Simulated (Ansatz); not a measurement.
# Energy landscape near a As structure

Theory: DFT PBE, scalar-relativistic, plane waves, PAW (Ansatz).

Cutoff 420 eV; k points 12×12×12 on the computed 2-atom cell (Γ-centred); Gaussian smearing, width 0.10 eV; no spin polarisation.

Reference cell:

```xyz
2
Lattice="1.8797 1.0853 3.4858 -1.8797 1.0853 3.4858 0.0000 -2.1705 3.4858" Properties=species:S:1:pos:R:3 pbc="T T T"
As    0.0000    0.0000    2.3795
As    0.0000    0.0000    8.0779
```

Each variant moves atoms of this cell by the vectors given, if any (Å), and then applies a symmetric strain (tensor components, Cartesian axes). The reference cell isn't relaxed at this level. Energies are per atom at zero smearing, counted from the lowest variant. Pressure is positive in compression.

1. strain (xx yy zz yz xz xy, %) 4.57 1.61 1.53 -1.57 1.23 0.38; moves: As1 (-0.041, 0.006, -0.043); As2 (0.041, -0.006, 0.043)
2. strain (xx yy zz yz xz xy, %) 0.41 1.24 1.35 -0.52 -1.00 -0.08; moves: As1 (0.027, -0.054, -0.004); As2 (-0.027, 0.054, 0.004)
3. no strain; moves: As2 (-0.124, -0.039, 0.075)

```
result  ΔE (meV/atom) P (GPa) largest force (eV/Å)
     A            0.0     1.87                  0.62
     B            4.3     0.08                  0.61
     C           39.6     6.14                  1.38
```

(1) Which variant gave which result?

## Answers

(1) A is 2, B is 1, C is 3. The pressure falls as the cell grows: from the smallest volume to the largest the variants are 3, 2, 1.